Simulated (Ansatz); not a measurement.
Consider the formal hydrolysis of a B–C bond: `OB(O)C1=CCC=C1` + H₂O → `OB(O)O` + cyclopentadiene.

Calculated with Ansatz (gas phase, PBE0-D4/def2-TZVP geometries, no zero-point term in ΔE). CBS: MP2 limit from def2 TZ/QZ plus the TZ coupled-cluster correction, frozen cores. This one scheme is used for every species. Functionals use def2-TZVPP. One conformer a species, not always the lowest.

| level | ΔE (eV) |
| --- | --- |
| ωB97X-V | -1.09 |
| HF/def2-TZVPP | -1.31 |

Problem. What does CCSD(T)/CBS give? (An estimate is asked.)

Solution. Ansatz gave: -1.03 eV. The listed levels differ from it by -0.06, -0.28 eV.

Largest T1 diagnostic among the species: 0.012.

From PBE to PBE0 (25 % exact exchange), in def2-TZVPP and without D4, ΔE moves by −0.04 eV. The D4 term adds +0.09 eV with B3LYP and +0.05 eV with PBE0; it sums over pairs of atoms, weighted by their polarisabilities, and B3LYP, whose exchange is more repulsive, gets the larger term. In def2-TZVPP, CCSD(T) changes the Hartree–Fock value by +0.24 eV (the triples alone add +0.04 eV) and MP2 by +0.27 eV.

B3LYP here is the variant with VWN-RPA as its local correlation; programs differ in this.

CCSD(T)/CBS has its own doubt, a few kJ/mol and more with outer-core shells, so smaller differences from it don't rank the levels.
